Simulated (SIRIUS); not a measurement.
# Au (Fm-3m) in SIRIUS: a series of runs, part 3 of 3

SIRIUS 7.12.0. The steps go on from the part before.

## 8. Equation of state, PBEsol, 17.87 Å³/atom (volume scaled by 1.06)

sirius.json

```json
{
  "control": {
    "processing_unit": "cpu",
    "std_evp_solver_name": "lapack",
    "gen_evp_solver_name": "lapack",
    "verbosity": 2,
    "print_forces": false,
    "ortho_rf": true,
    "use_second_variation": true,
    "rmt_max": 3.0,
    "num_bands_to_print": 24,
    "save_wf": true
  },
  "parameters": {
    "electronic_structure_method": "full_potential_lapwlo",
    "xc_functionals": ["XC_GGA_X_PBE_SOL", "XC_GGA_C_PBE_SOL"],
    "core_relativity": "dirac",
    "valence_relativity": "iora",
    "num_fv_states": 25,
    "smearing": "fermi_dirac",
    "smearing_width": 0.0018374661,
    "pw_cutoff": 20,
    "gk_cutoff": 3.51,
    "lmax_apw": 11,
    "lmax_rho": 8,
    "lmax_pot": 8,
    "num_mag_dims": 0,
    "auto_rmt": 0,
    "ngridk": [11, 11, 11],
    "shiftk": [0, 0, 0],
    "num_dft_iter": 80,
    "energy_tol": 1e-07,
    "density_tol": 1e-05,
    "use_symmetry": true
  },
  "settings": {"tol_ne": 1e-10},
  "iterative_solver": {"type": "exact"},
  "mixer": {"type": "anderson", "beta": 0.5, "max_history": 8},
  "unit_cell": {
    "lattice_vectors": [[0.0, 3.9210155896, 3.9210155896], [3.9210155896, 0.0, 3.9210155896], [3.9210155896, 3.9210155896, 0.0]],
    "atom_types": ["Au"],
    "atom_files": {"Au": "Au.json"},
    "atoms": {"Au": [[0.0, 0.0, 0.0]]}
  }
}
```

Au.json

```json
{
  "name": "gold",
  "symbol": "Au",
  "number": 79,
  "mass": 196.966569,
  "rmin": 1e-06,
  "rmt": 2.62,
  "nrmt": 800,
  "rinf": 13.44,
  "core": "1s2s2p3s3p3d4s4p4d",
  "valence": [
    {"basis": [{"enu": 0.1, "dme": 0, "n": 0, "auto": 0}, {"enu": 0.1, "dme": 1, "n": 0, "auto": 0}]},
    {"l": 0, "n": 1, "basis": [{"enu": 0.2, "dme": 0, "n": 0, "auto": 0}]},
    {"l": 1, "n": 2, "basis": [{"enu": 0.2, "dme": 0, "n": 0, "auto": 0}]},
    {"l": 2, "n": 3, "basis": [{"enu": 0.2, "dme": 0, "n": 0, "auto": 0}]},
    {"l": 3, "n": 4, "basis": [{"enu": 0.2, "dme": 0, "n": 0, "auto": 0}]},
    {"l": 4, "n": 5, "basis": [{"enu": 0.2, "dme": 0, "n": 0, "auto": 0}]}
  ],
  "lo": [
    {"l": 0, "basis": [{"enu": 0.2, "dme": 0, "n": 0, "auto": 0}, {"enu": 0.2, "dme": 1, "n": 0, "auto": 0}]},
    {
      "l": 0,
      "basis": [{"enu": -3.5544, "dme": 0, "n": 5, "auto": 1}, {"enu": -3.5544, "dme": 1, "n": 5, "auto": 1}]
    },
    {"l": 0, "basis": [{"enu": -3.5544, "dme": 1, "n": 5, "auto": 1}, {"enu": 0.2, "dme": 0, "n": 0, "auto": 0}]},
    {"l": 0, "basis": [{"enu": 0.2, "dme": 0, "n": 0, "auto": 0}, {"enu": 2.5309, "dme": 0, "n": 0, "auto": 0}]},
    {"l": 1, "basis": [{"enu": 0.2, "dme": 0, "n": 0, "auto": 0}, {"enu": 0.2, "dme": 1, "n": 0, "auto": 0}]},
    {
      "l": 1,
      "basis": [{"enu": -1.7779, "dme": 0, "n": 5, "auto": 1}, {"enu": -1.7779, "dme": 1, "n": 5, "auto": 1}]
    },
    {"l": 1, "basis": [{"enu": -1.7779, "dme": 1, "n": 5, "auto": 1}, {"enu": 0.2, "dme": 0, "n": 0, "auto": 0}]},
    {"l": 1, "basis": [{"enu": 0.2, "dme": 0, "n": 0, "auto": 0}, {"enu": 2.8805, "dme": 0, "n": 0, "auto": 0}]},
    {"l": 2, "basis": [{"enu": 0.2, "dme": 0, "n": 0, "auto": 0}, {"enu": 0.2, "dme": 1, "n": 0, "auto": 0}]},
    {"l": 2, "basis": [{"enu": 0.2, "dme": 1, "n": 0, "auto": 0}, {"enu": 0.2, "dme": 2, "n": 0, "auto": 0}]},
    {"l": 2, "basis": [{"enu": 0.2, "dme": 0, "n": 0, "auto": 0}, {"enu": 2.4726, "dme": 0, "n": 0, "auto": 0}]},
    {"l": 3, "basis": [{"enu": 0.2, "dme": 0, "n": 0, "auto": 0}, {"enu": 0.2, "dme": 1, "n": 0, "auto": 0}]},
    {
      "l": 3,
      "basis": [{"enu": -2.5891, "dme": 0, "n": 4, "auto": 1}, {"enu": -2.5891, "dme": 1, "n": 4, "auto": 1}]
    },
    {"l": 3, "basis": [{"enu": -2.5891, "dme": 1, "n": 4, "auto": 1}, {"enu": 0.2, "dme": 0, "n": 0, "auto": 0}]},
    {"l": 3, "basis": [{"enu": 0.2, "dme": 0, "n": 0, "auto": 0}, {"enu": 3.5798, "dme": 0, "n": 0, "auto": 0}]},
    {"l": 4, "basis": [{"enu": 0.2, "dme": 0, "n": 0, "auto": 0}, {"enu": 0.2, "dme": 1, "n": 0, "auto": 0}]},
    {"l": 4, "basis": [{"enu": 0.2, "dme": 0, "n": 0, "auto": 0}, {"enu": 2.997, "dme": 0, "n": 0, "auto": 0}]}
  ],
  "free_atom": [... radial grid and density of the free atom, the start of the SCF ...]
}
```

sirius_start.json

```json
{
  "control": {
    "processing_unit": "cpu",
    "std_evp_solver_name": "lapack",
    "gen_evp_solver_name": "lapack",
    "verbosity": 1,
    "print_forces": false,
    "ortho_rf": true,
    "use_second_variation": true,
    "rmt_max": 3.0,
    "num_bands_to_print": 24,
    "save_wf": false
  },
  "parameters": {
    "electronic_structure_method": "full_potential_lapwlo",
    "xc_functionals": ["XC_LDA_X", "XC_LDA_C_PW"],
    "core_relativity": "dirac",
    "valence_relativity": "iora",
    "num_fv_states": 25,
    "smearing": "fermi_dirac",
    "smearing_width": 0.0055123983,
    "pw_cutoff": 20,
    "gk_cutoff": 2.81,
    "lmax_apw": 11,
    "lmax_rho": 8,
    "lmax_pot": 8,
    "num_mag_dims": 0,
    "auto_rmt": 0,
    "ngridk": [4, 4, 4],
    "shiftk": [0, 0, 0],
    "num_dft_iter": 30,
    "energy_tol": 0.01,
    "density_tol": 0.05,
    "use_symmetry": true
  },
  "settings": {"tol_ne": 1e-10},
  "iterative_solver": {"type": "exact"},
  "mixer": {"type": "anderson", "beta": 0.5, "max_history": 8},
  "unit_cell": {
    "lattice_vectors": [[0.0, 3.9210155896, 3.9210155896], [3.9210155896, 0.0, 3.9210155896], [3.9210155896, 3.9210155896, 0.0]],
    "atom_types": ["Au"],
    "atom_files": {"Au": "Au.json"},
    "atoms": {"Au": [[0.0, 0.0, 0.0]]}
  }
}
```

Command:

```
$ OMP_NUM_THREADS=1 sirius.scf --input=sirius_start.json --output=start.json
$ OMP_NUM_THREADS=1 sirius.scf --input=sirius.json --output=output.json --task=1
```

Wall time 49 s (1 thread of Arm Neoverse V1, shared host); peak memory 0.34 GiB.

The run converged. Its results:

```yaml
Free_energy: -518177.1276 eV
Band_gap_on_the_k_mesh: none (metal or under the smearing width)
All_electrons_inside_the_program's_atomic_spheres: Au 77.74 (radii Au 2.62 bohr)
```

## 9. Equation of state, PBEsol

Potentials or basis: all-electron FP-LAPW, apw+lo standard.

No new run: the results of the series are fitted here.

What came out:

```yaml
Equilibrium_volume: 17.00 Å³/atom
Bulk_modulus: 178 GPa
Pressure_derivative_of_the_bulk_modulus: 5.2
```

Energy against volume, from the lowest point:
| volume (Å³/atom) | energy (meV/atom) |
| --- | --- |
| 15.843 | 50.10 |
| 16.181 | 23.76 |
| 16.518 | 7.41 |
| 16.855 | 0.00 |
| 17.192 | 0.42 |
| 17.529 | 7.61 |
| 17.866 | 21.15 |

The run has no spin-orbit coupling, so splittings on Au are missing.

## 10. Comparison with measurements

Step 9. Measured bulk modulus of Au: 167 GPa (quoted in “Exploring toroidal anvil profiles for larger sample volumes above 4 Mbar”, 2024, pmc:11102561). This calculation gives 178 GPa (+6.4 %). The fit is for a static lattice scaled at fixed shape and fixed fractional positions.
